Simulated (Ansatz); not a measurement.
# Thickness series of a Pt/AlN/Re junction, part 6 of 6

Wanted: T(E), the conductance and its decay constant for Pt/AlN/Re. The lower electrode is Pt fcc(111), the upper one Re hcp(0001); the barrier is AlN rock salt(111) (Al and Al faces). In the first transport cell, after relaxation, the nearest pair of electrode and barrier is Pt–Al at 2.55 Å, at a slant, at the lower face and Re–Al at 2.73 Å, at a slant, at the upper one. All share a net of side 2.807 Å, which strains the lower electrode by +0.0 %, the upper one by +1.3 % and the barrier by -2.5 %, against typed lattice constants near PBE's. The first steps treat the bulk electrodes alone.

Ansatz 0.2.0; PBE DFT, plane waves, PAW files (the session's first sound run).

So far. Step 10 (Conductance, atomic planes in the barrier 13, gap …): G = 1.9e10 S/m² (1/G = 51.6 Ω µm²), 0.13 times the step before of this kind. The largest error estimate is 43 %, from the mesh across the current. In the worse lead the potential repeats within 11 meV, which the program lets pass, though it still puts 21 % of error on the junction's conductance through them. Step 12 (Fit against thickness): From the end points alone, β = ln(3.14e+13 / 1.94e+10) / 9.44 Å = 7.39 / 9.44 Å = 0.78 Å⁻¹.

### Step 14. A repeat with changed settings, 24 atoms

This step: PBE DFT, plane waves, PAW files; ballistic transmission by layer matching between semi-infinite leads; changed: output.transmission.leads = null (Ansatz 0.2.0).

System of this step: Pt/AlN/Re. The cell holds 24 atoms: 8 Pt, 3 Al, 2 N and 11 Re. Cell: a = 2.807 Å, b = 2.807 Å, c = 61.261 Å, α = 90.0°, β = 90.0°, γ = 120.0°. Regions: left electrode, 8 atoms (8 Pt); barrier, 5 atoms (3 Al and 2 N); right electrode, 11 atoms (11 Re). Vacuum lies along c.

This run repeats an earlier one, its twin (the conductance run, 5 atomic planes between the electrodes), with one setting changed (output.transmission.leads; files written aside). It is meant to test whether the program finds a usable lead, or takes the one named. Where the input is shown as a difference, that is against the step before, not the twin.

Contents of input.yaml:

```yaml
crystal:
  lattice:
    - [2.807, 0.0, 0.0]
    - [-1.4035, 2.4309333084, 0.0]
    - [0.0, 0.0, 61.2613383062]
  atoms:
    - { symbol: Pt, position: [0.66666667, 0.33333333, 0.1142645622] }
    - { symbol: Pt, position: [0.0, 0.0, 0.151716203] }
    - { symbol: Pt, position: [0.33333333, 0.66666667, 0.1891678438] }
    - { symbol: Pt, position: [0.66666667, 0.33333333, 0.2266194847] }
    - { symbol: Pt, position: [0.0, 0.0, 0.2640711255] }
    - { symbol: Pt, position: [0.33333333, 0.66666667, 0.3015227663] }
    - { symbol: Pt, position: [0.66666667, 0.33333333, 0.3389744071] }
    - { symbol: Pt, position: [0.0, 0.0, 0.3783997464] }
    - { symbol: Al, position: [0.33333333, 0.66666667, 0.4104368027] }
    - { symbol: "N", position: [0.66666667, 0.33333333, 0.42953855] }
    - { symbol: Al, position: [0.0, 0.0, 0.4491956596] }
    - { symbol: "N", position: [0.33333333, 0.66666667, 0.4679690604] }
    - { symbol: Al, position: [0.66666667, 0.33333333, 0.4881106494] }
    - { symbol: Re, position: [0.0, 0.0, 0.5240562177] }
    - { symbol: Re, position: [0.33333333, 0.66666667, 0.5590701688] }
    - { symbol: Re, position: [0.0, 0.0, 0.5953663098] }
    - { symbol: Re, position: [0.33333333, 0.66666667, 0.6316624508] }
    - { symbol: Re, position: [0.0, 0.0, 0.6679585918] }
    - { symbol: Re, position: [0.33333333, 0.66666667, 0.7042547328] }
    - { symbol: Re, position: [0.0, 0.0, 0.7405508738] }
    - { symbol: Re, position: [0.33333333, 0.66666667, 0.7768470148] }
    - { symbol: Re, position: [0.0, 0.0, 0.8131431558] }
    - { symbol: Re, position: [0.33333333, 0.66666667, 0.8494392968] }
    - { symbol: Re, position: [0.0, 0.0, 0.8857354378] }
kpoints:
  mp_grid: { grid: [12, 12, 1] }
scf:
  occupations: { method: fermi_dirac, width: 0.1 }
  max_iter: 150
hamiltonian:
  xc: pbe
output:
  transmission: { kmesh: [30, 30], e_range: [-0.26, 0.27], de: 0.0375 }
```

On the command line:

```bash
ansatz run input.yaml --threads 4 --pin off --max-ram 10240MiB --backend cpu --events-out ev --progress --plain --runs-dir out
```

Numbers of over 12 decimals in the logs are rounded to 6 here.

The program printed:

```text
[...]
Crystal: 24 atoms, lattice volume = 418.025 Å³
Basis set: ecut = 420 eV, 8269 PW (Γ)
Bands: 197, of which v1, the nominal top of the filled ones, is band 164 counted from 1 (163 counted from 0)
Symmetry: 6 space group operations
[...]
k-points: 19 of 144 (time reversal used)
[...]
SCF iter   1: F=—  HF=-222117.576858 eV  |F-HF|=—  |Δ(HF+E_count)|=         —  Δρ=1.88e-2  dr2=1.37e2  ethr=1.77e-3  ⟨swp⟩=7.4  Hψ=14890  notcnv=0  defer=65
[...]
SCF iter  10: F=-222117.244518 eV  HF=-222117.244518 eV  |F-HF|=8.84e-8  |Δ(HF+E_count)|=   7.36e-9  Δρ=2.23e-6  dr2=9.54e-8  ethr=3.05e-11  ⟨swp⟩=14.7  Hψ=11928  notcnv=0
SCF 1 converged in 10 iterations: F = -222117.244518 eV  dr2 = 9.54e-8
[...]
transmission: 1311 of 13104 steps passed
transmission: 2621 of 13104 steps passed
[...]
transmission: 13104 of 13104 steps passed
SCF converged after 10 iterations
Free energy (F): -222117.244518 eV
[...]
Internal energy: -222116.491685 eV  (E = F + TS)
E sigma→0 (E₀):  -222116.868101 eV
Entropy (-TS):   -0.752833 eV (-31.368 meV/atom)
Fermi energy:    16.230313 eV
[...]
--- Band table (eV; the first three rows and the last of 19) ---
  k-point 0: bands = [... 160 lower, 15.1500, 15.2199, 15.2199, 15.2245, 15.3877, 15.3877, 15.5123, 15.5123, ... 29 higher]
  k-point 1: bands = [... 160 lower, 15.2189, 15.2221, 15.2279, 15.3350, 15.4174, 15.4945, 15.5557, 15.5716, ... 29 higher]
  k-point 2: bands = [... 160 lower, 15.3626, 15.4013, 15.4270, 15.4793, 15.5961, 15.6234, 15.6681, 15.6722, ... 29 higher]
  k-point 18: bands = [... 160 lower, 16.1688, 16.2323, 16.2731, 16.3902, 16.7703, 17.3516, 17.6340, 18.0637, ... 29 higher]
--- Transmission ---
  basis      : 61 plane waves across, 100 finite elements along
  points     : 91, standing for a mesh of 30 x 30
[...]
filled         : 29.7 meV over the level at which it is neutral
    channels       : 1.652222e0 a spin
[...]
slowest decay  : 0.0366 /Å at (0.3667, 0.2667)
[...]
filled         : 17.5 meV over the level at which it is neutral
    channels       : 1.275556e0 a spin
[...]
slowest decay  : 0.0254 /Å at (0.1000, 0.1000)
  junction   : crystal 0 to crystal 1, 14.33 to 40.51 Å
    transmission   : 3.224867e-2 a spin
[...]
resistance     : 3.1256e-2 Ω µm² beyond half of each lead's own
  junction   : crystal 0 to crystal 0, 14.33 to 73.30 Å
    transmission   : 2.432710e-12 a spin
[...]
resistance     : 5.5878e6 Ω µm² beyond half of each lead's own
  junction   : crystal 1 to crystal 0, 44.95 to 73.30 Å
    transmission   : 7.864225e-11 a spin
[...]
resistance     : 9.9948e6 Ω µm² beyond half of each lead's own
  junction   : crystal 1 to crystal 1, 44.95 to 101.77 Å
    transmission   : 4.135678e-12 a spin
[...]
resistance     : 9.7056e6 Ω µm² beyond half of each lead's own
```

Run time: 9.2 min. Hardware: 4 threads of Arm Neoverse V1, shared host; peak memory 2.5 GiB.

This number moved little. The conductance is 3.1e13 S/m² against 3.1e13 S/m² in the twin: no change within 1 %, at 2.0 times the CPU time.

The two runs compared:

```
                                        quantity  this run  sound run  difference
                     junction conductance (S/m²)  3.138e13   3.143e13     -4.1e10
resistance-area product beyond the leads (Ω um²)  0.031256   0.031214      4.2e-5
```

### Step 15. Outcome

| Quantity | Value |
| --- | --- |
| 1/G at 8.92 Å gap | 0.0318 Ω um² |
| 1/G at 18.4 Å gap | 51.6 Ω um² |
| decay constant β | 0.77 Å⁻¹ |

A fit of ln G against d gives β = 0.77 Å⁻¹, and step by step the slopes are 0.87, 0.60, 0.81 and 0.85 Å⁻¹. They differ by more than a fifth, so the fit is an average; how much of this is a real bend and how much error of the runs wasn't traced. At the Fermi level the layers of the barrier in the wide-window run (9 planes) hold from 0.0024 to 0.32 states an eV and atom. For band edges and narrow resonances between the energies solved the program's estimate reaches 60 %, so such features can't be ruled out. The program's largest other error estimate on these conductances is 53 %, from the mesh across the current, in the run that gave 1.4e11 S/m². No spin-orbit coupling, phonons, disorder or image charges enter; the interfaces are ordered, one cell wide and lattice-matched by strain. Semilocal gaps are too small, which can bring a band edge of the barrier nearer to the Fermi level than it is.

[Logs are printed without paths, hosts, clocks, repeated set-up lines and the standing remarks that a program may print on its own settings, such as how far it seeks lower states.]

[Hosts, paths, dates, database ids (printed as entryN), source tags and the programs' standing remarks are cut or masked in the printed files.]
